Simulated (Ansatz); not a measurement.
## ZnTe with two functionals, pressure 15 GPa

The reference is ZnTe in the zinc blende structure (space group F-43m, No. 216; a = 6.1792 Å).

(Cell as relaxed with PBE.)

Levels (all Ansatz, a quantum-chemistry and plane-wave program, PAW, earlier PAW set): PBE (420 eV, no spin-orbit coupling); r2SCAN (500 eV, scalar-relativistic without spin-orbit coupling).

Each level relaxes its own structure.

```
base                      PBE    r2SCAN
-------------------  --------  --------
volume per atom      29.49 Å³  28.58 Å³
lattice parameter a   6.179 Å   6.115 Å
band gap              1.07 eV   1.78 eV
```

The change: cell and atoms relaxed at a pressure of 15 GPa.

```csv
quantity,PBE,r2SCAN
lattice parameter a,5.758 Å,…
"hole mass (degenerate bands, along [100])","0.12, 0.34, 0.34 mₑ (at Γ)",…
band gap,1.84 eV,…
```

Q: What does r2SCAN give?

A: 
- lattice parameter a, r2SCAN: 5.731 Å
- hole mass (degenerate bands, along [100]), r2SCAN: 0.14, 0.33, 0.33 mₑ (at Γ)
- band gap, r2SCAN: 2.10 eV

PBE's lattice parameter a lies 0.027 Å above r2SCAN's (0.5 %); PBE's band gap lies 0.26 eV below r2SCAN's. Neither level is exact; r2SCAN is the comparison here, not a measurement.

With Te present, leaving out spin-orbit coupling can change the band edges. Load acts through the strain it causes; cell and atoms are relaxed under it. Effective masses come from finite differences of ±0.01 Å⁻¹. No phonon test of stability was made. Measured, ZnTe leaves this structure (for cinnabar) near 9.5 GPa (temperature not stated; as listed in Datta, Sujoy, Jana, Debnarayan, arXiv (2020)), on rising pressure, with hysteresis.
